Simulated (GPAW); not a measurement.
The system is SnO2 (Cassiterite).

```
CELL_PARAMETERS angstrom
4.73800 0.00000 0.00000
0.00000 4.73800 0.00000
0.00000 0.00000 3.18650
ATOMIC_POSITIONS crystal
Sn 0.50000 0.50000 0.50000
Sn 0.00000 0.00000 0.00000
O 0.80710 0.19290 0.50000
O 0.19290 0.80710 0.50000
O 0.30710 0.30710 0.00000
O 0.69290 0.69290 0.00000
```

| Item | Value |
| --- | --- |
| Program | GPAW 26.7.0 |
| Task | relaxation of cell and atoms |
| Functional | PBE |
| Dispersion | D3(BJ) |
| Potentials or basis | GPAW PAW data sets (gpaw-data 1.2.1) |
| Cutoff | 800 eV |
| Basis | pw |
| k mesh | 4 × 4 × 5 |
| Occupations | fermi-dirac, width 0.05 eV |
| Spin | no spin polarisation |

At the start: pressure 6.5 GPa; volume 11.92 Å³/atom.

Problem. How do energy, volume and symmetry change on relaxing?

Solution. Over 6 steps the energy falls by 8.0 meV/atom and the volume is 12.28 Å³/atom (+3.0 %); space group P4_2/mnm (No. 136, to 0.05 Å).

Step by step:
```tsv
step	energy change (eV)	largest force (eV/Å)	pressure (GPa)	volume (Å³)
1	0.0000	0.2591	6.48	71.53
2	-0.0128	0.1545	5.56	71.78
3	-0.0393	0.1674	1.97	72.87
4	-0.0427	0.1687	1.19	73.15
5	-0.0473	0.0854	-0.04	73.65
6	-0.0479	0.0233	-0.12	73.71
```

Final structure:
```xyz
6
Lattice="4.7809 0.0000 0.0000 0.0000 4.7809 0.0000 0.0000 0.0000 3.2248" Properties=species:S:1:pos:R:3 pbc="T T T"
Sn    2.3905    2.3905    1.6124
Sn    0.0000    0.0000    0.0000
O     3.8536    0.9273    1.6124
O     0.9273    3.8536    1.6124
O     1.4631    1.4631    0.0000
O     3.3178    3.3178    0.0000
```

Caveat: the k mesh is coarse; later steps reuse the first step's grids.
